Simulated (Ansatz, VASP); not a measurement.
One calculation of TaN, two programs

File INCAR:

```
PREC = Accurate
ENCUT = 520
EDIFF = 1E-6
ISMEAR = 0
SIGMA = 0.1
LREAL = False
LASPH = True
NELM = 80
ALGO = Normal
ISIF = 2
LWAVE = False
LCHARG = True
GGA = PE
LELF = True
LVHAR = True
NBANDS = 15
```

Contents of KPOINTS:

```
regular mesh
0
Gamma
  16 16 16
```

POSCAR

```
TaN
1.0
    0.0000000000      2.1589967800      2.1589967800
    2.1589967800      0.0000000000      2.1589967800
    2.1589967800      2.1589967800      0.0000000000
Ta N
1 1
Direct
    0.5000000000      0.5000000000      0.5000000000
    0.0000000000      0.0000000000      0.0000000000
```

Input for Ansatz:

```yaml
crystal:
  lattice:
    - [0.0, 2.15899678, 2.15899678]
    - [2.15899678, 0.0, 2.15899678]
    - [2.15899678, 2.15899678, 0.0]
  atoms:
    - { symbol: Ta, position: [0.5, 0.5, 0.5] }
    - { symbol: "N", position: [0.0, 0.0, 0.0] }
basis:
  ecutwfc: 420
kpoints:
  mp_grid: { grid: [16, 16, 16] }
hamiltonian:
  xc: pbe
scf:
  occupations: { method: gaussian, width: 0.1 }
output:
  forces: true
  stress: true
  eigenvalues: true
```

Alike in both runs: task single point; functional PBE; k mesh 16 × 16 × 16; occupations gaussian, width 0.1 eV; no spin polarisation.

|  | VASP | Ansatz |
| --- | --- | --- |
| version | VASP 6.6.1 | Ansatz 0.2.0 |
| potentials or method | VASP PAW PBE potentials, release 64 (Ta_pv, N) | scalar-relativistic, plane waves, PAW |
| plane-wave cutoff (eV) | 520 | 420 |
| valence electrons in the cell | 16 | 18 |

|  | VASP | Ansatz | Ansatz less VASP |
| --- | --- | --- | --- |
| gap on the k mesh at the Fermi level (eV) | none | none | - |
| pressure (GPa) | 27.2 | 26.1 | -1.12 |

A gap of «none» marks a metal or a gap that the smearing closes. The two sets of potentials don't hold the same shells in valence.

Caveats: so large a pressure means that the cell lies far from this level's equilibrium, or that cutoff or potentials fall short (VASP). The runs have no spin-orbit coupling, so splittings on Ta are missing.
